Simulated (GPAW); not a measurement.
# Si (P6/mmm) in GPAW: settings compared, part 2 of 2

GPAW 26.7.0. The steps go on from the part before.

## 3. Relaxation of cell and atoms, PBEsol+D3

run.py

```python
from ase.calculators.mixing import SumCalculator
from ase.filters import FrechetCellFilter
from ase.io import read, write
from ase.optimize import BFGS
from dftd3.ase import DFTD3
from gpaw import GPAW, PW, setup_paths

setup_paths.insert(0, '.')

atoms = read('POSCAR')

calc = GPAW(mode=PW(600),
            xc='PBEsol',
            kpts={'size': (8, 8, 10), 'gamma': True},
            occupations={'name': 'fermi-dirac', 'width': 0.05},
            nbands=11,
            convergence={'density': 1e-05, 'forces': 0.0001},
            maxiter=150,
            txt='gpaw.txt')
atoms.calc = SumCalculator([calc, DFTD3(method='pbesol', damping='d3zero')])
opt = BFGS(FrechetCellFilter(atoms), trajectory='relax.traj', logfile='-')
done = opt.run(fmax=0.02, steps=60)
calc.write('gs.gpw')
write('result.traj', atoms)
print('Converged:', done)
print('Cell:', atoms.cell.cellpar().round(4))
print('Volume:', round(atoms.get_volume(), 4))
print(atoms.get_scaled_positions().round(5))
```

POSCAR

```
Si
1.0
    4.1209498811      0.0000000000      0.0000000000
   -2.0604749406      3.5688472848      0.0000000000
    0.0000000000      0.0000000000      2.6547900000
Si
2
Direct
    0.3333300000      0.6666700000      0.5000000000
    0.6666633333      0.3333366667      0.5000000000
```

Potentials or basis: PAW data sets generated in the run's folder for this functional, pw.

Command:

```bash
> gpaw-setup -f PBEsol Si
> OMP_NUM_THREADS=1 python run.py
```

It took 73 s on 1 thread of Arm Neoverse V1, shared host; peak memory 0.23 GiB.

It converged, with:

| Quantity | Value |
| --- | --- |
| Free energy | -11.0236 eV |
| Relaxed volume | 18.90 Å³/atom |
| Relaxed cell | a = 4.083 Å, b = 4.083 Å, c = 2.619 Å, α = 90.00°, β = 90.00°, γ = 120.00° |
| Space group after relaxing (to 0.05 Å) | P6/mmm (No. 191) |
| Energy gained by relaxing | 5.1 meV/atom |
| Ionic steps | 3 |
| Pressure after relaxing | 0.1 GPa |
| Band gap on the k mesh | none (metal or under the smearing width) |
| Dispersion energy per atom | -0.119 eV |

Stress tensor (GPa, compression positive):
```
 0.16  0.00  0.00
 0.00  0.16  0.00
 0.00  0.00 -0.02
```

Step by step:
| step | energy change (eV) | largest force (eV/Å) | pressure (GPa) | volume (Å³) |
| --- | --- | --- | --- | --- |
| 1 | 0.0000 | 0.0000 | -2.58 | 39.04 |
| 2 | -0.0039 | 0.0000 | -2.05 | 38.78 |
| 3 | -0.0103 | 0.0000 | 0.10 | 37.81 |

Final structure:
```
Si
1.0
     4.08297    0.00000    0.00000
    -2.04149    3.53596    0.00000
     0.00000    0.00000    2.61890
Si
2
Direct
  0.33333 0.66667 0.50000
  0.66666 0.33334 0.50000
```

Levels at points of the mesh, in eV from the Fermi level:
| k point | band 1 | band 2 | band 3 | band 4 | band 5 | band 6 | band 7 |
| --- | --- | --- | --- | --- | --- | --- | --- |
| (0.00, 0.00, 0.00) | -12.50 | -2.90 | -2.90 | -2.65 | 1.21 | 1.21 | 5.47 |
| (0.00, 0.00, 0.50) | -8.38 | -6.06 | -0.05 | -0.05 | 1.27 | 3.63 | 4.41 |
| (0.50, 0.00, 0.00) | -10.61 | -8.92 | -4.13 | -1.38 | 6.32 | 7.12 | 7.30 |
| (0.50, 0.00, 0.50) | -6.48 | -4.91 | -4.37 | -2.69 | -1.11 | 3.04 | 3.83 |
| (0.50, 0.50, 0.00) | -10.61 | -8.92 | -4.13 | -1.38 | 6.32 | 7.12 | 7.30 |
| (0.50, 0.50, 0.50) | -6.48 | -4.91 | -4.37 | -2.69 | -1.11 | 3.04 | 3.83 |

Caveat: later steps reuse the first step's grids; pairwise dispersion overbinds metals, which lowers pressure and volume.

## 4. Relaxation of cell and atoms, PBEsol+D3(BJ)

run.py, as its differences from that of step 3:

```diff
@@ -19,3 +19,3 @@
             txt='gpaw.txt')
-atoms.calc = SumCalculator([calc, DFTD3(method='pbesol', damping='d3zero')])
+atoms.calc = SumCalculator([calc, DFTD3(method='pbesol', damping='d3bj')])
 opt = BFGS(FrechetCellFilter(atoms), trajectory='relax.traj', logfile='-')
```

POSCAR is that of step 3.

Command:

```bash
> gpaw-setup -f PBEsol Si
> OMP_NUM_THREADS=1 python run.py
```

Wall time 92 s (1 thread of Arm Neoverse V1, shared host); peak memory 0.27 GiB.

It converged, with:

| Item | Value |
| --- | --- |
| Free energy | -11.3602 eV |
| Relaxed volume | 18.63 Å³/atom |
| Relaxed cell | a = 4.064 Å, b = 4.064 Å, c = 2.605 Å, α = 90.00°, β = 90.00°, γ = 120.00° |
| Space group after relaxing (to 0.05 Å) | P6/mmm (No. 191) |
| Energy gained by relaxing | 11.6 meV/atom |
| Ionic steps | 4 |
| Pressure after relaxing | 0.0 GPa |
| Band gap on the k mesh | none (metal or under the smearing width) |
| Dispersion energy per atom | -0.290 eV |

Stress tensor (GPa, compression positive):
```
 0.09  0.00  0.00
 0.00  0.09  0.00
 0.00  0.00 -0.15
```

The path:
```csv
step,energy change (eV),largest force (eV/Å),pressure (GPa),volume (Å³)
1,0.0000,0.0000,-3.91,39.04
2,-0.0089,0.0000,-3.12,38.65
3,-0.0231,0.0000,0.23,37.18
4,-0.0232,0.0000,0.01,37.27
```

Final structure:
```yaml
crystal:
  lattice:
    - [4.06432, 0.00000, 0.00000]
    - [-2.03216, 3.51980, 0.00000]
    - [0.00000, 0.00000, 2.60507]
  atoms:
    - { symbol: Si, position: [0.33333, 0.66667, 0.50000] }
    - { symbol: Si, position: [0.66666, 0.33334, 0.50000] }
```

Levels at points of the mesh, in eV from the Fermi level:
| k point | band 1 | band 2 | band 3 | band 4 | band 5 | band 6 | band 7 |
| --- | --- | --- | --- | --- | --- | --- | --- |
| (0.00, 0.00, 0.00) | -12.60 | -2.94 | -2.94 | -2.61 | 1.19 | 1.19 | 5.46 |
| (0.00, 0.00, 0.50) | -8.41 | -6.14 | -0.03 | -0.03 | 1.29 | 3.82 | 4.45 |
| (0.50, 0.00, 0.00) | -10.69 | -8.99 | -4.18 | -1.41 | 6.37 | 7.16 | 7.36 |
| (0.50, 0.00, 0.50) | -6.48 | -4.91 | -4.43 | -2.74 | -1.11 | 3.09 | 3.80 |
| (0.50, 0.50, 0.00) | -10.69 | -8.99 | -4.18 | -1.41 | 6.37 | 7.16 | 7.36 |
| (0.50, 0.50, 0.50) | -6.48 | -4.91 | -4.43 | -2.74 | -1.11 | 3.09 | 3.80 |

Caveat: later steps reuse the first step's grids; pairwise dispersion overbinds metals, which lowers pressure and volume.

## 5. Relaxation of cell and atoms, PBEsol+D3(BJ)+ATM

run.py, as its differences from that of step 4:

```diff
@@ -19,3 +19,3 @@
             txt='gpaw.txt')
-atoms.calc = SumCalculator([calc, DFTD3(method='pbesol', damping='d3bj')])
+atoms.calc = SumCalculator([calc, DFTD3(damping='d3bj', params_tweaks=dict(method='pbesol', atm=True))])
 opt = BFGS(FrechetCellFilter(atoms), trajectory='relax.traj', logfile='-')
```

POSCAR is that of step 4.

Command:

```bash
> gpaw-setup -f PBEsol Si
> OMP_NUM_THREADS=1 python run.py
```

Wall time 93 s (1 thread of Arm Neoverse V1, shared host); peak memory 0.27 GiB.

It converged, with:

```yaml
Free_energy: -11.3310 eV
Relaxed_volume: 18.68 Å³/atom
Relaxed_cell: a = 4.068 Å, b = 4.068 Å, c = 2.607 Å, α = 90.00°, β = 90.00°, γ = 120.00°
Space_group_after_relaxing_to_0.05_Å: P6/mmm (No. 191)
Energy_gained_by_relaxing: 10.3 meV/atom
Ionic_steps: 4
Pressure_after_relaxing: 0.0 GPa
Band_gap_on_the_k_mesh: none (metal or under the smearing width)
Dispersion_energy_per_atom: -0.275 eV
```

Stress tensor (GPa, compression positive):
```
 0.08  0.00  0.00
 0.00  0.08  0.00
 0.00  0.00 -0.14
```

The path:
```csv
step,energy change (eV),largest force (eV/Å),pressure (GPa),volume (Å³)
1,0.0000,0.0000,-3.69,39.04
2,-0.0079,0.0000,-2.94,38.67
3,-0.0206,0.0000,0.20,37.29
4,-0.0207,0.0000,0.01,37.37
```

Final structure:
```
Si
1.0
     4.06788    0.00000    0.00000
    -2.03394    3.52289    0.00000
     0.00000    0.00000    2.60743
Si
2
Direct
  0.33333 0.66667 0.50000
  0.66666 0.33334 0.50000
```

Levels at points of the mesh, in eV from the Fermi level:
| k point | band 2 | band 3 | band 4 | band 5 | band 6 | band 7 |
| --- | --- | --- | --- | --- | --- | --- |
| (0.00, 0.00, 0.00) | -2.93 | -2.93 | -2.62 | 1.19 | 1.19 | 5.46 |
| (0.00, 0.00, 0.50) | -6.12 | -0.03 | -0.03 | 1.28 | 3.79 | 4.44 |
| (0.50, 0.00, 0.00) | -8.97 | -4.17 | -1.40 | 6.36 | 7.15 | 7.35 |
| (0.50, 0.00, 0.50) | -4.91 | -4.42 | -2.73 | -1.11 | 3.08 | 3.80 |
| (0.50, 0.50, 0.00) | -8.97 | -4.17 | -1.40 | 6.36 | 7.15 | 7.35 |
| (0.50, 0.50, 0.50) | -4.91 | -4.42 | -2.73 | -1.11 | 3.08 | 3.80 |

Caveat: later steps reuse the first step's grids; pairwise dispersion overbinds metals, which lowers pressure and volume.

## 6. Relaxation of cell and atoms, PBEsol+D4

run.py, as its differences from that of step 5:

```diff
@@ -4,3 +4,3 @@
 from ase.optimize import BFGS
-from dftd3.ase import DFTD3
+from dftd4.ase import DFTD4
 from gpaw import GPAW, PW, setup_paths
@@ -19,3 +19,3 @@
             txt='gpaw.txt')
-atoms.calc = SumCalculator([calc, DFTD3(damping='d3bj', params_tweaks=dict(method='pbesol', atm=True))])
+atoms.calc = SumCalculator([calc, DFTD4(method='pbesol')])
 opt = BFGS(FrechetCellFilter(atoms), trajectory='relax.traj', logfile='-')
```

POSCAR is that of step 5.

Potentials or basis: PAW data sets generated in the run's folder for this functional, pw.

Command:

```bash
> gpaw-setup -f PBEsol Si
> OMP_NUM_THREADS=1 python run.py
```

It took 96 s on 1 thread of Arm Neoverse V1, shared host; peak memory 0.27 GiB.

It converged, with:

```yaml
Free_energy: -11.1855 eV
Relaxed_volume: 18.81 Å³/atom
Relaxed_cell: a = 4.077 Å, b = 4.077 Å, c = 2.613 Å, α = 90.00°, β = 90.00°, γ = 120.00°
Space_group_after_relaxing_to_0.05_Å: P6/mmm (No. 191)
Energy_gained_by_relaxing: 7.5 meV/atom
Ionic_steps: 4
Pressure_after_relaxing: 0.0 GPa
Band_gap_on_the_k_mesh: none (metal or under the smearing width)
Dispersion_energy_per_atom: -0.201 eV
```

Stress tensor (GPa, compression positive):
```
 0.07  0.00  0.00
 0.00  0.07  0.00
 0.00  0.00 -0.10
```

Step by step:
| step | energy change (eV) | largest force (eV/Å) | pressure (GPa) | volume (Å³) |
| --- | --- | --- | --- | --- |
| 1 | 0.0000 | 0.0000 | -3.13 | 39.04 |
| 2 | -0.0057 | 0.0000 | -2.48 | 38.73 |
| 3 | -0.0149 | 0.0000 | 0.14 | 37.56 |
| 4 | -0.0149 | 0.0000 | 0.01 | 37.62 |

Final structure:
```
Si
1.0
     4.07678    0.00000    0.00000
    -2.03839    3.53060    0.00000
     0.00000    0.00000    2.61337
Si
2
Direct
  0.33333 0.66667 0.50000
  0.66666 0.33334 0.50000
```

Levels at points of the mesh, in eV from the Fermi level:
```
           k point  band 1  band 2  band 3  band 4  band 5  band 6  band 7
(0.00, 0.00, 0.00)  -12.53   -2.92   -2.92   -2.64    1.20    1.20    5.46
(0.00, 0.00, 0.50)   -8.39   -6.08   -0.04   -0.04    1.27    3.70    4.43
(0.50, 0.00, 0.00)  -10.64   -8.94   -4.14   -1.39    6.33    7.14    7.32
(0.50, 0.00, 0.50)   -6.48   -4.91   -4.39   -2.70   -1.10    3.06    3.82
(0.50, 0.50, 0.00)  -10.64   -8.94   -4.14   -1.39    6.33    7.14    7.32
(0.50, 0.50, 0.50)   -6.48   -4.91   -4.39   -2.70   -1.10    3.06    3.82
```

Caveat: later steps reuse the first step's grids; pairwise dispersion overbinds metals, which lowers pressure and volume.

## 7. Overview

| level | gap on the mesh (eV) | pressure (GPa) | relaxed volume (Å³/atom) |
| --- | --- | --- | --- |
| PBEsol | none | 0.0 | 19.14 |
| PBEsol+D3 | none | 0.1 | 18.90 |
| PBEsol+D3(BJ) | none | 0.0 | 18.63 |
| PBEsol+D3(BJ)+ATM | none | 0.0 | 18.68 |
| PBEsol+D4 | none | 0.0 | 18.81 |

Alike in all rows: task relaxation of cell and atoms; potentials or basis PAW data sets generated in the run's folder for this functional, pw; no spin polarisation; cell relaxed; k mesh 8 × 8 × 10; cutoff (eV) 600; smearing fermi-dirac 0.05 eV.

Caveats: later steps reuse the first step's grids; pairwise dispersion overbinds metals, which lowers pressure and volume (some runs).

Absolute energies hang on the potentials; compare differences alone.
